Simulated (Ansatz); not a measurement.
Every step of a relaxation of SnSe (CsCl type)

DFT, PBE, PAW with Ansatz's default frozen-core files, scalar-relativistic (Ansatz 0.2.0); a Γ-centred 14×14×14 k mesh, Fermi–Dirac smearing of 0.1 eV, no spin polarisation. The run relaxes cell and atoms at a target pressure of 44 GPa.

Command: `ansatz run input.yaml --threads 1 --pin off --max-ram 3584MiB --backend cpu --events-out ev --progress --plain --runs-dir out` It took 26 s on 1 thread of Arm Neoverse V2 (shared host), peak memory 0.37 GiB.

PAW: frozen-core files, cutoff 420 eV; forces are relaxed below 0.005 eV/Å.

Each step lists its enthalpy F + pV a cell above the last geometry, the pressure, the cell vectors (Å), and Cartesian positions (Å) with forces (eV/Å).

The first step:

```
step 1  dH = 102.02 meV  P = 31.0 GPa
  cell 3.3145 0.0000 0.0000  0.0000 3.3145 0.0000  0.0000 0.0000 3.3145
  Sn 0.0000 0.0000 0.0000   0.0000 0.0000 0.0000
  Se 1.6572 1.6572 1.6572   0.0000 0.0000 0.0000
```

Spin–orbit coupling is left out, which matters for the heavy atoms.

The symmetry of the start is kept and no stability test is made, so the end need not be the stable phase.

Where does the relaxation end, and by which steps?

After 5 geometries, with conventional a, b, c = 3.241, 3.241, 3.241 Å, at 17.025 Å³/atom (-6.49 % against the start) in space group Pm-3m, with a shortest distance of 2.807 Å. The further steps:
```
step 2  dH = 165.78 meV  P = 65.1 GPa  (not accepted)
  cell 3.1529 0.0000 0.0000  0.0000 3.1529 0.0000  0.0000 0.0000 3.1529
  Sn 0.0000 0.0000 0.0000   0.0000 0.0000 0.0000
  Se 1.5765 1.5765 1.5765   0.0000 0.0000 0.0000
step 3  dH = 1.34 meV  P = 42.4 GPa
  cell 3.2490 0.0000 0.0000  0.0000 3.2490 0.0000  0.0000 0.0000 3.2490
  Sn 0.0000 0.0000 0.0000   0.0000 0.0000 0.0000
  Se 1.6245 1.6245 1.6245   0.0000 0.0000 0.0000
step 4  dH = 0.00 meV  P = 44.1 GPa
  cell 3.2405 0.0000 0.0000  0.0000 3.2405 0.0000  0.0000 0.0000 3.2405
  Sn 0.0000 0.0000 0.0000   0.0000 0.0000 0.0000
  Se 1.6202 1.6202 1.6202   0.0000 0.0000 0.0000
step 5  dH = 0.00 meV  P = 44.0 GPa
  cell 3.2412 0.0000 0.0000  0.0000 3.2412 0.0000  0.0000 0.0000 3.2412
  Sn 0.0000 0.0000 0.0000   0.0000 0.0000 0.0000
  Se 1.6206 1.6206 1.6206   0.0000 0.0000 0.0000
step 6  dH = 1.18 meV  P = 44.0 GPa  (same geometry on a basis chosen anew; earlier energies don't compare to the last digit)
  cell 3.2412 0.0000 0.0000  0.0000 3.2412 0.0000  0.0000 0.0000 3.2412
  Sn 0.0000 0.0000 0.0000   0.0000 0.0000 0.0000
  Se 1.6206 1.6206 1.6206   0.0000 0.0000 0.0000
```
